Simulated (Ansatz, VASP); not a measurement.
# Si5Se: VASP beside Ansatz

```
CELL_PARAMETERS angstrom
6.26406 0.00000 0.00000
-3.13203 5.42484 0.00000
0.00000 0.00000 4.04003
ATOMIC_POSITIONS crystal
Si 0.27090 0.00000 0.00000
Si 0.00000 0.27090 0.00000
Si 0.72910 0.72910 0.00000
Si 0.33333 0.66667 0.00000
Si 0.66667 0.33333 0.00000
Se 0.00000 0.00000 0.50000
```

Alike in both runs: functional PBE; k mesh 6 × 6 × 10; occupations gaussian, width 0.1 eV; no spin polarisation.

Ansatz relaxed the structure, and its values are those at the end. VASP's run is a single point on that final structure, the one shown.

|  | VASP | Ansatz |
| --- | --- | --- |
| version | VASP 6.6.1 | Ansatz 0.2.0 |
| potentials or method | VASP PAW PBE potentials, release 64 (Si, Se) | scalar-relativistic, plane waves, PAW |
| plane-wave cutoff (eV) | 520 | 420 |
| valence electrons in the cell | 26 | 36 |

|  | VASP | Ansatz | Ansatz less VASP |
| --- | --- | --- | --- |
| gap on the k mesh at the Fermi level (eV) | none | none | - |
| pressure (GPa) | 0.0 | 0.0 | +0.02 |

A gap of «none» marks a metal or a gap that the smearing closes. The functional is the same, so the differences come from potentials, cutoffs and numerics. The two sets of potentials don't hold the same shells in valence.
